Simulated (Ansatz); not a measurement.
# CuI (Marshite): the cost of one run

Program: Ansatz 0.2.0 through its Python package. Level of theory: DFT LDA, plane waves, PAW. These are calculated values, not measurements.

## (1) The system

It takes space group P4/nmm (No. 129, tetragonal). Conventional cell: a = 4.023 Å, b = 4.023 Å, c = 5.651 Å, α = 90.00°, β = 90.00°, γ = 90.00°. Around Cu (site symmetry -4m2) lie 4 I at 2.60 Å and 4 Cu at 2.84 Å. Around I (site symmetry 4mm) lie 4 Cu at 2.60 Å.

The script holds or builds the structure itself.

## (2) Script

File eos_cui.py:

```python
'''Equation of state of CuI.'''

import ansatz as az
import numpy as np
from scipy.optimize import curve_fit

vectors0 = np.array([
    [4.0229, 0.0, 0.0],
    [0.0, 4.0229, 0.0],
    [0.0, 0.0, 5.6506],
])
sites = [
    ('Cu', (0.0, 0.0, 0.0)),
    ('Cu', (0.5, 0.5, 0.0)),
    ('I', (0.0, 0.5, 0.2913)),
    ('I', (0.5, 0.0, 0.7087)),
]


def build(cell):
    crystal = az.Crystal(lattice=az.Lattice.of(cell))
    for symbol, position in sites:
        crystal = crystal.atom(symbol, position)
    return crystal

def vinet(v, e0, v0, b0, b1):
    eta = (v / v0) ** (1 / 3)
    return e0 + 2 * b0 * v0 / (b1 - 1) ** 2 * (2 - (5 + 3 * b1 * (eta - 1) - 3 * eta) * np.exp(-1.5 * (b1 - 1) * (eta - 1)))

# scale the volume, keep shape and fractions
volumes, energies, pressures = [], [], []
for scale in np.linspace(0.9, 1.1, 9):
    cell = vectors0 * scale ** (1 / 3)
    calculation = (
        build(cell).calculation()
        .functional('LDA')
        .pseudopotentials('paw')
        .occupations('fixed')  # no smearing
        .basis(500)
        .kpoints(6, 6, 4)
        .stress()
    )
    report = calculation.run(threads=1).report
    volumes.append(abs(np.linalg.det(cell)) / len(sites))
    energies.append(report['free_energy_ev'] / len(sites))
    pressures.append(np.trace(report['stress_gpa']) / 3)
    print(f'V = {volumes[-1]:8.4f} A^3/atom  F = {energies[-1]:.5f} eV/atom  P = {pressures[-1]:8.3f} GPa')

guess = (min(energies), volumes[int(np.argmin(energies))], 0.5, 4.5)
(e0, v0, b0, b1), _ = curve_fit(vinet, np.array(volumes), np.array(energies), p0=guess, maxfev=20000)
print(f'Vinet fit: V0 = {v0:.4f} A^3/atom, B0 = {160.21766 * b0:.1f} GPa, B1 = {b1:.2f}')
print('largest residual', round(1000 * float(np.abs(vinet(np.array(volumes), e0, v0, b0, b1) - energies).max()), 3), 'meV/atom')
```

## (3) The input behind the calls

The package turns the script's settings into the engine's input (first run):

```yaml
crystal:
  lattice:
    - [3.884067245329988, 0.0, 0.0]
    - [0.0, 3.884067245329988, 0.0]
    - [0.0, 0.0, 5.455594316652571]
  atoms:
    - { symbol: Cu, position: [0.0, 0.0, 0.0] }
    - { symbol: Cu, position: [0.5, 0.5, 0.0] }
    - { symbol: I, position: [0.0, 0.5, 0.2913] }
    - { symbol: I, position: [0.5, 0.0, 0.7087] }
basis:
  ecutwfc: 500.0
kpoints:
  mp_grid:
    grid: [6, 6, 4]
hamiltonian:
  xc: lda
  pseudopotentials:
    kind: paw
scf:
  occupations:
    method: fixed
output:
  stress: true
```

## (4) Running it

Started as:

```console
> python eos_cui.py
```

Q: Estimate wall time and peak memory on 1 thread of AMD EPYC 9B45 (Zen 5), shared host.

About 21 s, with a peak of 0.57 GiB.
